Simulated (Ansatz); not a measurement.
A run of Ansatz 0.2.0:

File input.yaml:

```yaml
crystal:
  lattice:
    - [1.6022198417, 0.9250420569, 2.5664708903]
    - [-1.6022198417, 0.9250420569, 2.5664708903]
    - [0.0, -1.8500841138, 2.5664708903]
  atoms:
    - { symbol: Co, position: [0.99897832, 0.99897832, 0.99897832], spin: 2.0 }
    - { symbol: O, position: [0.75102103, 0.75102103, 0.75102103] }
hamiltonian:
  xc: pbesol
  pseudopotentials: { kind: paw }
  hubbard: { sites: [{ species: Co, l: d, u_eff: 5.0 }] }
magnetization:
  spin_polarized: true
kpoints:
  mp_grid: { grid: [10, 10, 10] }
scf:
  occupations: { method: fermi_dirac, width: 0.05 }
  n_extra_bands: 6
output:
  forces: true
  stress: true
  eigenvalues: true
  dos: { projected: true, de: 0.05, nscf_kmesh: { grid: [15, 15, 15] } }
  write_density: true
  write_potential: true
  elf: true
  volumetric_format: npy
```

Potentials or basis: Ansatz PAW.

The run is started by

```bash
$ ansatz run input.yaml --threads 2 --pin off --max-ram 5632MiB --backend cpu --events-out ev --progress --plain --runs-dir out
```

Hardware: 2 threads of Intel(R) Xeon(R) Platinum 8375C CPU @ 2.90GHz (Ice Lake), on a shared host.

**Question.** How long does it take, and how much memory?

**Answer.** Wall time 26 s on 2 threads of Intel(R) Xeon(R) Platinum 8375C CPU @ 2.90GHz (Ice Lake) (shared host), peak memory 0.77 GiB. Counts: scf iterations 19, plane waves 447, k points 116, bands 18.
